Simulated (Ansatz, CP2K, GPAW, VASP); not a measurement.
# One calculation of Cd, 4 ways

```
CELL_PARAMETERS angstrom
2.97887 0.00000 0.00000
-1.48944 2.57978 0.00000
0.00000 0.00000 5.61765
ATOMIC_POSITIONS crystal
Cd 0.66667 0.33333 0.75000
Cd 0.33333 0.66667 0.25000
```

Alike in all runs: task single point; functional RPBE; k mesh 10 × 10 × 5; occupations gaussian, width 0.05 eV; no spin polarisation; no spin-orbit coupling. Pressure is positive in compression and, in plane waves, holds the error of the finite cutoff.

| program and potentials | plane-wave cutoff (eV) | notes | pressure (GPa) |
| --- | --- | --- | --- |
| Ansatz, all-electron LAPW, scalar-relativistic | - | - | ? |
| GPAW, the program's PAW data sets (release 1.2.1) made for this functional | 600 | - | 5.00 |
| VASP, PBE PAW files Cd, 520 eV | 520 | potentials made for PBE | 5.91 |
| CP2K, POTENTIAL_UZH Cd GTH-PBE-q12; TZVP-MOLOPT-PBE-GTH basis | - | atomic basis; potentials made for PBE | 5.38 |

**Question.** Estimate from the other rows what the run with Ansatz, all-electron LAPW, scalar-relativistic gave.

**Answer.** Pressure 5.56 GPa. The other rows, which needn't bracket it: pressure 5.00 to 5.91.
